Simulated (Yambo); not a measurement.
# HfO2 (Fm-3m) in Yambo: notebook

One crystal, HfO2, is run at these levels: PBEsol; tasks: G0W0 quasiparticle levels, optical spectrum.

Everything below comes from runs of Yambo 5.3.0. Logs are shortened: lines on timing, memory, paths and dates and some standing lists are left out, and cuts for length are marked.

## 1. The structure

The structure is cubic, space group Fm-3m (No. 225). Conventional cell: a = 5.115 Å, b = 5.115 Å, c = 5.115 Å, α = 90.00°, β = 90.00°, γ = 90.00°. Hf (site symmetry m-3m) is surrounded by 8 O at 2.21 Å. O (site symmetry -43m) has 4 Hf at 2.21 Å as nearest neighbours.

Measurements of this composition are mostly on another form, of space group No. 14.

## 2. G0W0 quasiparticle levels, PBEsol

Input file g0w00.in:

```
gw0
dyson
el_el_corr
rim_cut
HF_and_locXC
ppa
em1d
RandQpts= 1000000
RandGvec= 50 RL
EXXRLvcs= 84 Ry
VXCRLvcs= 84 Ry
Chimod= "HARTREE"
% BndsRnXp
 1 | 162 |
%
NGsBlkXp= 12 Ry
% LongDrXp
 1 | 1 | 1 |
%
PPAPntXp= 27.21138 eV
% GbndRnge
 1 | 162 |
%
GTermKind= "BG"
DysSolver= "n"
ExtendOut
% QPkrange
 1 | 1 | 11 | 14 |
 7 | 7 | 11 | 14 |
%
```

Input file scf.in:

```
&CONTROL
  calculation = 'scf'
  prefix = 'pwscf'
  outdir = './tmp'
  pseudo_dir = './pseudo'
/
&SYSTEM
  ibrav = 0
  nat = 3
  ntyp = 2
  ecutwfc = 84
  nbnd = 19
  occupations = 'smearing'
  smearing = 'fd'
  degauss = 0.00367493
  force_symmorphic = .true.
/
&ELECTRONS
  conv_thr = 6d-10
  electron_maxstep = 120
  mixing_beta = 0.5
/
ATOMIC_SPECIES
Hf   178.4900 Hf.upf
O     15.9990 O.upf
CELL_PARAMETERS angstrom
   0.0000000000    2.5575000000    2.5575000000
   2.5575000000    0.0000000000    2.5575000000
   2.5575000000    2.5575000000    0.0000000000
ATOMIC_POSITIONS crystal
Hf     0.0000000000    0.0000000000    0.0000000000
O      0.7500000000    0.7500000000    0.7500000000
O      0.2500000000    0.2500000000    0.2500000000
K_POINTS automatic
10 10 10 0 0 0
```

Input file nscf.in:

```
&CONTROL
  calculation = 'nscf'
  prefix = 'pwscf'
  outdir = './tmp'
  pseudo_dir = './pseudo'
/
&SYSTEM
  ibrav = 0
  nat = 3
  ntyp = 2
  ecutwfc = 84
  nbnd = 162
  occupations = 'fixed'
  force_symmorphic = .true.
/
&ELECTRONS
  conv_thr = 1d-08
  diago_full_acc = .true.
  diago_thr_init = 1d-06
/
ATOMIC_SPECIES
Hf   178.4900 Hf.upf
O     15.9990 O.upf
CELL_PARAMETERS angstrom
   0.0000000000    2.5575000000    2.5575000000
   2.5575000000    0.0000000000    2.5575000000
   2.5575000000    2.5575000000    0.0000000000
ATOMIC_POSITIONS crystal
Hf     0.0000000000    0.0000000000    0.0000000000
O      0.7500000000    0.7500000000    0.7500000000
O      0.2500000000    0.2500000000    0.2500000000
K_POINTS automatic
4 4 4 0 0 0
```

Potentials or basis: PseudoDojo 0.4.1 SR PBEsol standard.

Run with:

```bash
$ OMP_NUM_THREADS=1 pw.x -in scf.in > scf.out
$ OMP_NUM_THREADS=1 pw.x -in nscf.in > nscf.out
$ cd tmp/pwscf.save; p2y; mv SAVE ../..; cd ../..
$ OMP_NUM_THREADS=1 yambo
$ OMP_NUM_THREADS=1 yambo -F g0w00.in -J g0w00 -C g0w00_out
```

Yambo's report:

```text
[... sections 02.01 to 02.04 as in the set-up run ...]

  [02.05] Energies & Occupations
  ==============================

  [X] === General ===
  [X] Electronic Temperature                        :  0.000000  0.000000 [eV K]
  [X] Bosonic    Temperature                        :  0.000000  0.000000 [eV K]
  [X] Finite Temperature mode                       : no
  [X] El. density                                   :  0.71736E+24 [cm-3]
  [X] Fermi Level                                   :  11.78411 [eV]

  [X] === Gaps and Widths ===
  [X] Conduction Band Min                           :  3.641107 [eV]
  [X] Valence Band Max                              :  0.000000 [eV]
  [X] Filled Bands                                  :  12
  [X] Empty Bands                                   :   13  162
  [X] Direct Gap                                    :  3.641107 [eV]
  [X] Direct Gap localized at k                     :   7
  [X] Indirect Gap                                  :  3.641107 [eV]
  [X] Indirect Gap between kpts                     :   7   7
  [X] Last valence band width                       :  1.818354 [eV]
  [X] 1st conduction band width                     :  1.024063 [eV]

 [03] Transferred momenta grid and indexing
 ==========================================

 IBZ Q-points                                      :   8
 BZ  Q-points                                      :   64

 K/Q-points units:
 rlu = crystal or reduced units; cc = cartesian coordinates; iku = interal k-units

 Q [1]          [rlu]:  0.000000  0.000000  0.000000
 Q [2]          [rlu]: -0.89636E-17 -0.89636E-17  0.25000
 Q [3]          [rlu]:  0.17927E-16  0.17927E-16 -0.50000
 Q [4]          [rlu]: -0.48811E-17  0.25000      0.25000
 Q [5]          [rlu]:  0.48678E-16  0.25000      0.50000
 Q [6]          [rlu]:  0.17927E-16  0.25000     -0.25000
 Q [7]          [rlu]:  0.97622E-17 -0.50000     -0.50000
 Q [8]          [rlu]:  0.250000 -0.500000 -0.250000

 [04] Coloumb potential Random Integration (RIM)
 ===============================================

  [04.01] RIM initialization
  ==========================

  * Diagonal components only detected *

  8 x (sBL volume)        :  0.137333 [a.u.]
  sBZ random points       :  1000000
  Points outside the sBZ  :   7968281
  RL volume               :  1.098667 [a.u.]
  Integrated volume       :  1.103040 [a.u.]

  [04.02] RIM integrals
  =====================

  Gamma point sphere radius             :  0.093586 [a.u.]
  Points outside the sphere             :   800476
  [Int_sBZ(q=0) 1/q^2]*(Vol_sBZ)^(-1/3) =:  7.776341
                                 should be <:  7.795600
  [WR./g0w00//ndb.RIM]------------------------------------------------------------
   Brillouin Zone Q/K grids (IBZ/BZ)                :    8   64    8   64
   Coulomb cutoff potential                         : none
   Coulombian RL components                         :   51
   Coulombian diagonal components                   : yes
   RIM random points                                :  1000000
   RIM  RL volume             [a.u.]                :  1.103040
   Real RL volume             [a.u.]                :  1.098667
   Eps^-1 reference component                       : 0
   Eps^-1 components                                :  0.000000  0.000000  0.000000
   RIM anysotropy factor                            :  0.000000

  Summary of Coulomb integrals for non-metallic bands |Q|[au] RIM/Bare

  Q [1] 0.100000E-4 0.997530 * Q [2] 0.281473 1.068930
  Q [4] 0.325016 1.068679 * Q [6] 0.459643 1.029814
  Q [5] 0.538979 1.023420 * Q [3] 0.562945 1.020347
  Q [7] 0.650033 1.016896 * Q [8] 0.726759 1.013834

 [05] Dipoles
 ============

  [05.01] Setup: observables and procedures
  =========================================

  [WARNING] [x,Vnl] slows the Dipoles computation. To neglect it rename the ns.kb_pp file
[... 48 lines left out ...]
  PPA Im  energy                                   :  27.21138 eV
 [X-CG] R(p) Tot o/o(of R):   20425  115200     100
 [WR./g0w00//ndb.pp_fragment_2]--------------------------------------------------
  PPA Im  energy                                   :  27.21138 eV
 [X-CG] R(p) Tot o/o(of R):   13508  115200     100
 [X-CG] R(p) Tot o/o(of R):   18061  115200     100
 [X-CG] R(p) Tot o/o(of R):   24337  115200     100
 [X-CG] R(p) Tot o/o(of R):   18774  115200     100
 [X-CG] R(p) Tot o/o(of R):   13119  115200     100
 [X-CG] R(p) Tot o/o(of R):   17200  115200     100

 [07] Local Exchange-Correlation + Non-Local Fock
 ================================================

 [VXC] Plane waves :  2975
 [EXS] Plane waves :  2975

 QP @ state[ 1 ] K range:  1  1
 QP @ state[ 1 ] b range:  11  14
 QP @ state[ 2 ] K range:   7   7
 QP @ state[ 2 ] b range:  11  14

 [xc] Functional : Perdew, Burke & Ernzerhof SOL(X)+Perdew, Burke & Ernzerhof SOL(C)
 [xc] LIBXC used to calculate xc functional
  PP Number of Atomic Species                      :  2
  NLCC RL compoments                               :  23505
  PP Number of Atomic Species                      :  2
  NLCC RL compoments                               :  23505
 [WR./g0w00//ndb.HF_and_locXC]---------------------------------------------------
  Brillouin Zone Q/K grids (IBZ/BZ)                :    8   64    8   64
  RL vectors                                       :   3695 [WF]
  Fragmentation                                    : no
  Electronic Temperature                           :  0.000000 [K]
  Bosonic    Temperature                           :  0.000000 [K]
  Green`s function   wavefunctions                 : Perdew, Burke & Ernzerhof SOL(X)+Perdew, Burke & Ernzerhof SOL(C)
  Total number of QP states                        :   8
  Exchange RL vectors                              :  2975
  Exchange summation bands                         :  12
  RIM RL components                                :   51
  RIM random points                                :  1000000

 [xc] E_xc :  -12.92517 [Ha]
      E_xc :  -25.85033 [Ry]

  Local XC kind (lXC) : Perdew, Burke & Ernzerhof SOL(X)+Perdew, Burke & Ernzerhof SOL(C)
  Non-Local XC kind (nlXC) : Hartree-Fock

  Corrections @ K [1] :  [eV]
 <11|nlXC|11> = -25.15961 -0.11180E-17 <11|lXC|11> = -19.93894  0.000000
 <12|nlXC|12> = -25.15959  0.10240E-16 <12|lXC|12> = -19.93894  0.000000
 <13|nlXC|13> = -7.619528  0.19494E-17 <13|lXC|13> = -13.90903  0.000000
 <14|nlXC|14> = -7.619533  0.81297E-18 <14|lXC|14> = -13.90903  0.000000

  Corrections @ K [7] :  [eV]
 <11|nlXC|11> = -24.31271  0.27864E-17 <11|lXC|11> = -19.19027  0.000000
 <12|nlXC|12> = -25.68730 -0.46411E-17 <12|lXC|12> = -20.61794  0.000000
 <13|nlXC|13> = -8.168721 -0.51462E-18 <13|lXC|13> = -13.76653  0.18882E-15
 <14|nlXC|14> = -7.467372  0.53016E-18 <14|lXC|14> = -14.66675 -0.75527E-15

 [08] Dyson equation: Newton solver
 ==================================

 [WARNING] Response block size in GW reduced to 181     RL (6760    mHa)

  [08.01] G0W0 (W PPA)
  ====================

  [  GW  ] Bands range     :    1  162
  [GW/PPA] G damping       :  0.100000 [eV]

  QP @ state[ 1 ] K range:  1  1
  QP @ state[ 1 ] b range:  11  14
  QP @ state[ 2 ] K range:   7   7
  QP @ state[ 2 ] b range:  11  14
[... 19 lines left out ...]
   :: Time ordering fails/rest    :  0.505567
   :: Mean rel dev of PP cond     :  0.383136
   Current Q-pt index             :   6
   :: PP condition fails/total    :  0.383932
   :: Time ordering fails/rest    :  0.500867
   :: Mean rel dev of PP cond     :  0.383927
   Current Q-pt index             :   7
   :: PP condition fails/total    :  0.375080
   :: Time ordering fails/rest    :  0.502271
   :: Mean rel dev of PP cond     :  0.375091
   Current Q-pt index             :   8
   :: PP condition fails/total    :  0.370807
   :: Time ordering fails/rest    :  0.503905
   :: Mean rel dev of PP cond     :  0.370810

  [08.02] QP properties and I/O
  =============================

  Legend (energies in eV)
  - B  : Band       - Eo  : bare energy
  - E  : QP energy  - Z   : Renormalization factor
  - So : Sc(Eo)     - S   : Sc(E)
  - dSp: Sc derivative precision

  - lXC: Local XC (Perdew, Burke & Ernzerhof SOL(X)+Perdew, Burke & Ernzerhof SOL(C))
  -nlXC: non-Local XC (Hartree-Fock)

  QP [eV] @ K [1] (iku):  0.000000  0.000000  0.000000
   B=11 Eo= -0.60 E= -1.47 E-Eo= -0.87 Re(Z)=0.79 Im(Z)=-0.107851E-2 nlXC= -25.1596 lXC= -19.9389 So=  4.11640
   B=12 Eo= -0.60 E= -1.48 E-Eo= -0.87 Re(Z)=0.79 Im(Z)=-0.108004E-2 nlXC= -25.1596 lXC= -19.9389 So=  4.11559
   B=13 Eo=  3.78 E=  4.74 E-Eo=  0.96 Re(Z)=0.84 Im(Z)=-0.917952E-3 nlXC= -7.61953 lXC= -13.9090 So= -5.14532
   B=14 Eo=  3.78 E=  4.74 E-Eo=  0.96 Re(Z)=0.84 Im(Z)=-0.917982E-3 nlXC= -7.61953 lXC= -13.9090 So= -5.14410

  QP [eV] @ K [7] (iku): -0.500000  0.000000  0.000000
   B=11 Eo= -1.51 E= -2.38 E-Eo= -0.86 Re(Z)=0.79 Im(Z)=-0.115161E-2 nlXC= -24.3127 lXC= -19.1903 So=  4.02645
   B=12 Eo=  0.00 E= -0.79 E-Eo= -0.79 Re(Z)=0.79 Im(Z)=-0.105915E-2 nlXC= -25.6873 lXC= -20.6179 So=  4.06418
   B=13 Eo=  3.64 E=  4.45 E-Eo=  0.81 Re(Z)=0.83 Im(Z)=-0.914068E-3 nlXC= -8.16872 lXC= -13.7665 So= -4.63135
   B=14 Eo=  5.36 E=  6.48 E-Eo=  1.12 Re(Z)=0.82 Im(Z)=-0.185274E-2 nlXC= -7.46737 lXC= -14.6667 So= -5.83825

  [WR./g0w00//ndb.QP]-------------------------------------------------------------
   Lattice constants                                :  4.832975  4.832975  4.832975
   Coulomb cutoff potential                         : none
   Electronic Temperature                           :  0.000000 [K]
   Bosonic    Temperature                           :  0.000000 [K]
   Green`s function   energies                      : Perdew, Burke & Ernzerhof SOL(X)+Perdew, Burke & Ernzerhof SOL(C)
   wavefunctions                                    : Perdew, Burke & Ernzerhof SOL(X)+Perdew, Burke & Ernzerhof SOL(C)
   PPA    diel. fun.  energies                      : Perdew, Burke & Ernzerhof SOL(X)+Perdew, Burke & Ernzerhof SOL(C)
   wavefunctions                                    : Perdew, Burke & Ernzerhof SOL(X)+Perdew, Burke & Ernzerhof SOL(C)
   QP tot states                                    :   8
   GW solver                                        : Newton
   GW approximation                                 : PPA
   PPA imaginary Energy                             :  27.21138 ev
   RIM G`s                                          :   51
   RIM random pts                                   :  1000000
   dS/dw steps                                      :  2
   dS/dw step                                       :  0.100000 ev
   X G`s                                            :  181 used
   X G`s                                            :  181 disk
   X bands                                          :    1  162
   X poles                                          :  100.0000 o/o
   X e/h E range                                    : -1.000000 -1.000000 ev
   X Hxc Kernel                                     : HARTREE
   X BZ energy Double Grid                          : no
   X Optical Averaged directions                    : none
   Sc/G bands                                       :    1  162
   Sc/G damping                                     :  0.100000 ev
   Sc bands terminator                              : yes
   Sc terminator kind                               : BG
   Sc Terminator pole                               :  40.81708
   Sx RL components                                 :  2975

   QP @ state[ 1 ] K range                          :  1  1
   QP @ state[ 1 ] b range                          :  11  14
   QP @ state[ 2 ] K range                          :   7   7
   QP @ state[ 2 ] b range                          :  11  14
   GF energies kind                                 : Perdew, Burke & Ernzerhof SOL(X)+Perdew, Burke & Ernzerhof SOL(C)
   GF WF`s kind                                     : Perdew, Burke & Ernzerhof SOL(X)+Perdew, Burke & Ernzerhof SOL(C)
   Xs energies kind                                 : Perdew, Burke & Ernzerhof SOL(X)+Perdew, Burke & Ernzerhof SOL(C)
   Xs WF`s kind                                     : Perdew, Burke & Ernzerhof SOL(X)+Perdew, Burke & Ernzerhof SOL(C)
```

Run time: 4.8 min. Hardware: 1 thread of Intel Xeon 6975P-C (Granite Rapids), shared host; peak memory 0.43 GiB.

What came out:

| Item | Value |
| --- | --- |
| Band gap on the k mesh, mean-field level | 3.64 eV, direct |
| Quasiparticle gap | 5.24 eV |
| Least direct quasiparticle gap | 5.24 eV |
| Quasiparticle gap at Γ | 6.21 eV |
| Band gap of the same states before the correction | 3.64 eV |

Quasiparticle terms (eV):
| k point | band | Kohn-Sham level | Vxc | Σx | Σc | Z | result |
| --- | --- | --- | --- | --- | --- | --- | --- |
| (0.000, 0.000, 0.000) | 11 | -0.60 | -19.94 | -25.16 | 4.12 | 0.79 | -1.47 |
| (0.000, 0.000, 0.000) | 12 | -0.60 | -19.94 | -25.16 | 4.12 | 0.79 | -1.48 |
| (0.000, 0.000, 0.000) | 13 | 3.78 | -13.91 | -7.62 | -5.15 | 0.84 | 4.74 |
| (0.000, 0.000, 0.000) | 14 | 3.78 | -13.91 | -7.62 | -5.14 | 0.84 | 4.74 |
| (0.000, -0.500, -0.500) | 11 | -1.51 | -19.19 | -24.31 | 4.03 | 0.79 | -2.38 |
| (0.000, -0.500, -0.500) | 12 | 0.00 | -20.62 | -25.69 | 4.06 | 0.79 | -0.79 |
| (0.000, -0.500, -0.500) | 13 | 3.64 | -13.77 | -8.17 | -4.63 | 0.83 | 4.45 |
| (0.000, -0.500, -0.500) | 14 | 5.36 | -14.67 | -7.47 | -5.84 | 0.82 | 6.48 |

Caveat: the k mesh is coarse (spacing up to 0.53 Å⁻¹), so the values aren't converged; this version prints the column dSc/dw multiplied by 27.2; the terminator is approximate in this version, by hundredths of an eV; spin-orbit coupling is left out, which moves the levels of the heavy elements. A k mesh can miss the band edges.

[end of part 1 of 2]
